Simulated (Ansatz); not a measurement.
Runs of Ansatz 0.2.0 on Bi2Te3 (Tellurobismuthite). Symmetry: R-3m, No. 166, trigonal system. Conventional cell: a = 4.386 Å, b = 4.386 Å, c = 30.497 Å, α = 90.00°, β = 90.00°, γ = 120.00°. Bi (site symmetry 3m) has 6 Te at 3.07 to 3.25 Å as nearest neighbours. Te (site symmetry 3m) is surrounded by 3 Bi at 3.07 Å. Around Te (site symmetry -3m) lie 6 Bi at 3.25 Å. 

| task | level | cell | cutoff (eV) | points for each segment of the path | gap on the mesh (eV) | pressure (GPa) | relaxed volume (Å³/atom) | largest force (eV/Å) |
| --- | --- | --- | --- | --- | --- | --- | --- | --- |
| band structure | r2SCAN | as given | 500 | 14 | 0.52 | 1.3 | - | 0.29 |
| relaxation of cell and atoms | LDA | relaxed | 420 | - | 0.15 | 0.0 | 32.69 | - |
| relaxation of cell and atoms | r2SCAN | relaxed | 500 | - | 0.86 | 0.0 | (c) | 0.01 |
| band structure | LDA | as given | 420 | 14 | (b) | -1.8 | - | (a) |

Alike in all rows: potentials or basis Ansatz PAW; no spin polarisation; k mesh 7 × 7 × 7; smearing fermi-dirac 0.05 eV.

**Question.** Estimate the missing entries.

**Answer.** (a) 0.19; (b) 0.21; (c) 36.34.

Caveats: spin-orbit coupling is left out, which as a rule narrows the gap of such compounds by several tenths of an eV; the PAW data sets come from PBE, with cores solved anew for the run's functional, which leaves a small shift of forces and pressure; odd divisions of the mesh miss points on the zone boundary, where band edges often lie, so the gap on the mesh can be too wide (some runs); the plane-wave basis is chosen anew once the cell has moved, so the energies of steps on either side of that aren't comparable (some runs).

A k mesh can miss the band edges, and the runs leave out spin-orbit coupling on Bi, Te.

Runs at the PBE level aren't shown here.
